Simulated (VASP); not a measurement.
# GaSb (F-43m) in VASP: band structure with PBE

Aim: the band structure of GaSb with PBE.

Everything below comes from runs of VASP 6.6.1. Logs are shortened: lines on timing, memory, paths and dates and some standing lists are left out, and cuts for length are marked.

**Experimental background.**

From a printed reference work, data compilation, for a bulk crystal of GaSb at 4.2 K: band gap 0.811 eV (direct).

The runs below are set against these values where they give the same quantity.

## Step 1: The crystal as given

Symmetry: F-43m, No. 216, cubic system. The conventional cell has a = 6.217 Å, b = 6.217 Å, c = 6.217 Å, α = 90.00°, β = 90.00°, γ = 90.00°. Around Ga (site symmetry -43m) lie 4 Sb at 2.69 Å. Sb (site symmetry -43m) has 4 Ga at 2.69 Å as nearest neighbours.

## Step 2: Band structure, PBE

Input file INCAR:

```
SYSTEM = GaSb
  PREC = Accurate
  ENCUT = 700
  EDIFF = 1E-7
  ISMEAR = 0
  SIGMA = 0.02
  LREAL = .FALSE.
  LASPH = .TRUE.
  NELM = 60
  ALGO = Normal
  ISIF = 2
  LWAVE = .FALSE.
  LCHARG = .FALSE.
  GGA = PE
```

Input file KPOINTS:

```
regular mesh
0
G
  10 10 10
  0 0 0
```

Input file POSCAR:

```
GaSb                                    
1.0
    0.0000000000      3.1084946604      3.1084946604
    3.1084946604      0.0000000000      3.1084946604
    3.1084946604      3.1084946604     -0.0000000000
  Ga              Sb            
     1     1
Direct
     1.0000000000000000    1.0000000000000000    0.0000000000000000
     0.2500000000000000    0.2500000000000000    0.2500000000000000
```

Input file KPOINTS_OPT:

```
path GXWKGLUWLK,UX
20
line-mode
reciprocal
 0.0000000000  0.0000000000  0.0000000000  G
 0.5000000000  0.0000000000  0.5000000000  X

 0.5000000000  0.0000000000  0.5000000000  X
 0.5000000000  0.2500000000  0.7500000000  W

 0.5000000000  0.2500000000  0.7500000000  W
 0.3750000000  0.3750000000  0.7500000000  K

 0.3750000000  0.3750000000  0.7500000000  K
 0.0000000000  0.0000000000  0.0000000000  G

 0.0000000000  0.0000000000  0.0000000000  G
 0.5000000000  0.5000000000  0.5000000000  L

 0.5000000000  0.5000000000  0.5000000000  L
 0.6250000000  0.2500000000  0.6250000000  U

 0.6250000000  0.2500000000  0.6250000000  U
 0.5000000000  0.2500000000  0.7500000000  W

 0.5000000000  0.2500000000  0.7500000000  W
 0.5000000000  0.5000000000  0.5000000000  L

 0.5000000000  0.5000000000  0.5000000000  L
 0.3750000000  0.3750000000  0.7500000000  K

 0.6250000000  0.2500000000  0.6250000000  U
 0.5000000000  0.0000000000  0.5000000000  X
```

Potentials or basis: VASP PAW PBE potentials, release 64 (Ga_d, Sb).

Command:

```console
$ cat potpaw_PBE.64/Ga_d/POTCAR potpaw_PBE.64/Sb/POTCAR > POTCAR
$ mpirun -np 1 vasp_std > vasp.out
```

OUTCAR:

```text
SYSTEM = GaSb
   PREC = Accurate
   ENCUT = 700
   EDIFF = 1E-7
   ISMEAR = 0
   LREAL = .FALSE.
   LASPH = .TRUE.
   NELM = 60
   ISIF = 2
   GGA = PE

 ion  position               nearest neighbor table
   1  0.000  0.000  0.000-   2 2.69   2 2.69   2 2.69   2 2.69
   2  0.250  0.250  0.250-   1 2.69   1 2.69   1 2.69   1 2.69

  LATTYP: Found a face centered cubic cell.
 ALAT       =     6.2169893208

  Lattice vectors:

 A1 = (   0.0000000000,   3.1084946604,   3.1084946604)
 A2 = (   3.1084946604,   0.0000000000,   3.1084946604)
 A3 = (   3.1084946604,   3.1084946604,   0.0000000000)

Analysis of symmetry for initial positions (statically):
=====================================================================
 Subroutine PRICEL returns:
 Original cell was already a primitive cell.

 Routine SETGRP: Setting up the symmetry group for a
 face centered cubic supercell.

 Subroutine GETGRP returns: Found 24 space group operations
 (whereof 24 operations were pure point group operations)
 out of a pool of 48 trial point group operations.

The static configuration has the point symmetry T_d .

Analysis of symmetry for dynamics (positions and initial velocities):
=====================================================================
 Subroutine PRICEL returns:
 Original cell was already a primitive cell.

 Routine SETGRP: Setting up the symmetry group for a
 face centered cubic supercell.

 Subroutine GETGRP returns: Found 24 space group operations
 (whereof 24 operations were pure point group operations)
 out of a pool of 48 trial point group operations.

The dynamic configuration has the point symmetry T_d .

 Subroutine INISYM returns: Found 24 space group operations
 (whereof 24 operations are pure point group operations),
 and found     1 'primitive' translations

----------------------------------------------------------------------------------------

                                     Primitive cell

  volume of cell :      60.0731

  direct lattice vectors                    reciprocal lattice vectors
     0.000000000  3.108494660  3.108494660    -0.160849561  0.160849561  0.160849561
     3.108494660  0.000000000  3.108494660     0.160849561 -0.160849561  0.160849561
     3.108494660  3.108494660  0.000000000     0.160849561  0.160849561 -0.160849561

  length of vectors
     4.396075307  4.396075307  4.396075307     0.278599611  0.278599611  0.278599611

  position of ions in fractional coordinates (direct lattice)
     0.000000000  0.000000000  0.000000000
     0.250000000  0.250000000  0.250000000

  ion indices of the primitive-cell ions
   primitive index   ion index
                 1           1
                 2           2

----------------------------------------------------------------------------------------

 KPOINTS: regular mesh

Automatic generation of k-mesh.
 Grid dimensions read from file:
 generate k-points for:   10   10   10

 Generating k-lattice:

  Cartesian coordinates                     Fractional coordinates (reciprocal lattice)
    -0.016084956  0.016084956  0.016084956     0.100000000  0.000000000  0.000000000
     0.016084956 -0.016084956  0.016084956     0.000000000  0.100000000  0.000000000
     0.016084956  0.016084956 -0.016084956     0.000000000  0.000000000  0.100000000

  Length of vectors
     0.027859961  0.027859961  0.027859961

  Shift w.r.t. Gamma in fractional coordinates (k-lattice)
     0.000000000  0.000000000  0.000000000

 Subroutine IBZKPT returns following result:
 ===========================================

 Found     47 irreducible k-points:

 Following reciprocal coordinates:
            Coordinates               Weight
  0.000000  0.000000  0.000000      1.000000
  0.100000  0.000000  0.000000      8.000000
  0.200000  0.000000  0.000000      8.000000
  0.300000  0.000000  0.000000      8.000000
  0.400000  0.000000  0.000000      8.000000
  0.500000  0.000000  0.000000      4.000000
[... 16 lines left out ...]
  0.300000  0.300000  0.000000      6.000000
  0.400000  0.300000  0.000000     24.000000
 [... further k-points ...]
   k-points           NKPTS =     47   k-points in BZ     NKDIM =     47   number of bands    NBANDS=     13
   number of dos      NEDOS =    301   number of ions     NIONS =      2
   total plane-waves  NPLWV =  64000
   dimension x,y,z NGX =    40 NGY =   40 NGZ =   40
   dimension x,y,z NGXF=    80 NGYF=   80 NGZF=   80
   ions per type =               1   1
   NGX,Y,Z   is equivalent  to a cutoff of  15.13, 15.13, 15.13 a.u.
   NGXF,Y,Z  is equivalent  to a cutoff of  30.25, 30.25, 30.25 a.u.
 SYSTEM =  GaSb
   PREC   = accura    normal or accurate (medium, high low for compatibility)
   ISTART =      0    job   : 0-new  1-cont  2-samecut
   ICHARG =      2    charge: 1-file 2-atom 10-const
   ISPIN  =      1    spin polarized calculation?
   LNONCOLLINEAR =      F non collinear calculations
   LSORBIT =      F    spin-orbit coupling
   LASPH  =      T    aspherical Exc in radial PAW
   ENCUT  =  700.0 eV  51.45 Ry    7.17 a.u.   9.48  9.48  9.48*2*pi/ulx,y,z
   NELM   =     60;   NELMIN=  2; NELMDL= -5     # of ELM steps
   EDIFF  = 0.1E-06   stopping-criterion for ELM
   LREAL  =      F    real-space projection
   EDIFFG = 0.1E-05   stopping-criterion for IOM
   NSW    =      0    number of steps for IOM
   IBRION =     -1    ionic relax: 0-MD 1-quasi-New 2-CG
   NFREE  =      0    steps in history (QN), initial steepest desc. (CG)
   ISIF   =      2    stress and relaxation
   ISYM   =      2    0-nonsym 1-usesym 2-fastsym
   POTIM  = 0.5000    time-step for ionic-motion
   TEBEG  =    0.0;   TEEND  =   0.0 temperature during run
   PSTRESS=    0.0 pullay stress
   NELECT =      18.0000    total number of electrons
   NUPDOWN=      -1.0000    fix difference up-down
   EMIN   =  10.00;   EMAX   =-10.00  energy-range for DOS
   EFERMI =   0.00;   METHOD = LEGACY
   ISMEAR =     0;   SIGMA  =   0.02  broadening in eV -4-tet -1-fermi 0-gaus
   EFERMI_NEDOS =   21; number of points for ismear=-14 and -15
   IALGO  =     38    algorithm
   IMIX   =      4    mixing-type and parameters
     AMIX     =   0.40;   BMIX     =  1.00
     AMIX_MAG =   1.60;   BMIX_MAG =  1.00
  volume/ion in A,a.u.               =      30.04       202.70
  Fermi-wavevector in a.u.,A,eV,Ry     =   1.095483  2.070162 16.328113  1.200082
  Thomas-Fermi vector in A             =   2.231807
   LORBIT       =      0    0 simple, 1 ext, 2 COOP (PROOUT), +10 PAW based schemes
   GGA     = PE    functional components
   LHFCALC =     F    Hartree Fock is set to
   AEXX    =    0.0000 exact exchange contribution
   IVDW    =     0    specifies the selected vdW correction
   LEPSILON=     F    determine dielectric tensor
   LRPA    =     F    only Hartree local field effects (RPA)
 non-spin polarized calculation
 Gauss-broadening in eV      SIGMA  =   0.02
  energy-cutoff  :      700.00
  volume of cell :       60.07
 maximum number of plane-waves:      2565
 NGX is ok and might be reduce to    40
   NGX = 19   NGY = 19   NGZ = 19

 number of electron      17.9999999 magnetization

 Free energy of the ion-electron system (eV)
  ---------------------------------------------------
  ext. energy  EPLUGINS =         0.00000000
  ---------------------------------------------------
  free energy    TOTEN  =        -7.37151267 eV

  energy without entropy =       -7.37148182  energy(sigma->0) =       -7.37149724

 E-fermi :   4.3960     XC(G=0):  -8.8804

 val. band max:        4.3899357843   @ k =   0.0000   0.0000   0.0000
 cond. band min:       4.6974853068   @ k =   0.5000   0.0000   0.0000
 fundamental gap:      0.3075495224
 Fermi energy:         4.3960269160

 k-point     1 :       0.0000    0.0000    0.0000
  band No.  band energies     occupation
      1     -10.5567      2.00000
      2     -10.5567      2.00000
      3     -10.5567      2.00000
      4     -10.5140      2.00000
      5     -10.5140      2.00000
      6      -6.7619      2.00000
      7       4.0904      2.00000
      8       4.3899      1.33336
      9       4.3899      1.33332
     10       4.3899      1.33332
     11       7.1781      0.00000
     12       7.1781      0.00000
     13       7.1781      0.00000

 k-point     2 :       0.1000    0.0000    0.0000
  band No.  band energies     occupation
      1     -10.5588      2.00000
      2     -10.5557      2.00000
      3     -10.5557      2.00000
      4     -10.5141      2.00000
      5     -10.5141      2.00000
      6      -6.6652      2.00000
      7       2.7295      2.00000
      8       4.2323      2.00000
      9       4.2323      2.00000
     10       5.1813      0.00000
     11       7.3978      0.00000
     12       7.3978      0.00000
     13       7.5118      0.00000

 k-point     3 :       0.2000    0.0000    0.0000
  band No.  band energies     occupation
      1     -10.5645      2.00000
      2     -10.5532      2.00000
      3     -10.5532      2.00000
      4     -10.5142      2.00000
      5     -10.5142      2.00000
      6      -6.3843      2.00000
      7       1.1714      2.00000
      8       3.9036      2.00000
      9       3.9036      2.00000
     10       5.2023      0.00000
     11       7.8289      0.00000
     12       7.8289      0.00000
     13       8.6543      0.00000
[... 305 lines left out ...]
 k-point    23 :       0.3000    0.3000    0.0000
  band No.  band energies     occupation
      1     -10.5821      2.00000
      2     -10.5433      2.00000
      3     -10.5433      2.00000
      4     -10.5198      2.00000
      5     -10.5116      2.00000
      6      -5.6547      2.00000
      7      -0.3568      2.00000
      8       2.5392      2.00000
      9       2.5392      2.00000
     10       5.4995      0.00000
     11       6.7529      0.00000
     12      10.4817      0.00000
     13      10.4817      0.00000

 k-point    24 :       0.4000    0.3000    0.0000
  band No.  band energies     occupation
      1     -10.5864      2.00000
      2     -10.5412      2.00000
      3     -10.5408      2.00000
      4     -10.5207      2.00000
      5     -10.5113      2.00000
      6      -5.2598      2.00000
      7      -1.0842      2.00000
      8       2.0589      2.00000
      9       2.3510      2.00000
     10       5.6708      0.00000
     11       6.6888      0.00000
     12      10.4040      0.00000
     13      10.9088      0.00000

 [... further k-points ...]
[... 5 lines left out ...]
  --------------------------------------------------------------------------------------
  -------------------------------------------------------------------------------------
  Total       -0.0014309     -0.0014309     -0.0014309     -0.0000000     -0.0000000      0.0000000
  in kB       -0.0381638     -0.0381638     -0.0381638     -0.0000000     -0.0000000      0.0000000
  external PRESSURE =      -0.0381638 kB  Pullay stress =       0.0000000 kB

 VOLUME and BASIS-vectors are now :
 -----------------------------------------------------------------------------
  energy-cutoff  :      700.00
  volume of cell :       60.07
      direct lattice vectors                 reciprocal lattice vectors
     0.000000000  3.108494660  3.108494660    -0.160849561  0.160849561  0.160849561
     3.108494660  0.000000000  3.108494660     0.160849561 -0.160849561  0.160849561
     3.108494660  3.108494660  0.000000000     0.160849561  0.160849561 -0.160849561

 POSITION                                       TOTAL-FORCE (eV/Angst)
 -----------------------------------------------------------------------------------
      0.00000      0.00000      0.00000         0.000000      0.000000      0.000000
      1.55425      1.55425      1.55425        -0.000000     -0.000000     -0.000000
 -----------------------------------------------------------------------------------
    total drift:                                0.000001      0.000001      0.000001

  FREE ENERGIE OF THE ION-ELECTRON SYSTEM (eV)
  ---------------------------------------------------
  free  energy   TOTEN  =        -7.3715126708 eV

  energy  without entropy=       -7.3714818183  energy(sigma->0) =       -7.37149724
```

It took 89 s on 1 thread of Intel Xeon 6975P-C (Granite Rapids), shared host; peak memory 0.27 GiB.

What came out:

```yaml
Free_energy: -7.3715 eV
Pressure: 0.0 GPa
Band_gap_along_the_path: none (metal or under the smearing width)
```

Levels at the corners of the path, in eV from the Fermi level:
| point | band 7 | band 8 | band 9 | band 10 | band 11 | band 12 |
| --- | --- | --- | --- | --- | --- | --- |
| Γ | -0.31 | -0.01 | -0.01 | -0.01 | 2.78 | 2.78 |
| X | -6.60 | -2.42 | -2.42 | 0.95 | 1.33 | 8.36 |
| X | -6.60 | -2.42 | -2.42 | 0.95 | 1.33 | 8.36 |
| W | -6.49 | -3.14 | -2.92 | 3.50 | 4.29 | 4.30 |
| W | -6.49 | -3.14 | -2.92 | 3.50 | 4.29 | 4.30 |
| K | -6.44 | -3.38 | -2.06 | 1.43 | 3.80 | 6.39 |
| K | -6.44 | -3.38 | -2.06 | 1.43 | 3.80 | 6.39 |
| Γ | -0.31 | -0.01 | -0.01 | -0.01 | 2.78 | 2.78 |
| Γ | -0.31 | -0.01 | -0.01 | -0.01 | 2.78 | 2.78 |
| L | -6.14 | -1.09 | -1.09 | 0.30 | 3.74 | 3.74 |
| L | -6.14 | -1.09 | -1.09 | 0.30 | 3.74 | 3.74 |
| U | -6.44 | -3.38 | -2.06 | 1.43 | 3.80 | 6.39 |
| U | -6.44 | -3.38 | -2.06 | 1.43 | 3.80 | 6.39 |
| W | -6.49 | -3.14 | -2.92 | 3.50 | 4.29 | 4.30 |
| W | -6.49 | -3.14 | -2.92 | 3.50 | 4.29 | 4.30 |
| L | -6.14 | -1.09 | -1.09 | 0.30 | 3.74 | 3.74 |
| L | -6.14 | -1.09 | -1.09 | 0.30 | 3.74 | 3.74 |
| K | -6.44 | -3.38 | -2.06 | 1.43 | 3.80 | 6.39 |
| U | -6.44 | -3.38 | -2.06 | 1.43 | 3.80 | 6.39 |
| X | -6.60 | -2.42 | -2.42 | 0.95 | 1.33 | 8.36 |

Caveat: spin-orbit coupling is left out, which moves the levels of the heavy elements; this crystal is a semiconductor, whose small gap the functional closes, so the metal is an error of the method.

## Step 3: Comparison with measurements

Step 2. Against the measured gap of GaSb, 0.811 eV (direct; 4.2 K; a printed reference work, data compilation), the calculated 0.00 eV is off by -0.81 eV. Spin-orbit coupling on Ga, Sb is left out. The value is that of PBE, without temperature or zero-point motion. Semilocal functionals fall short of measured gaps as a rule.
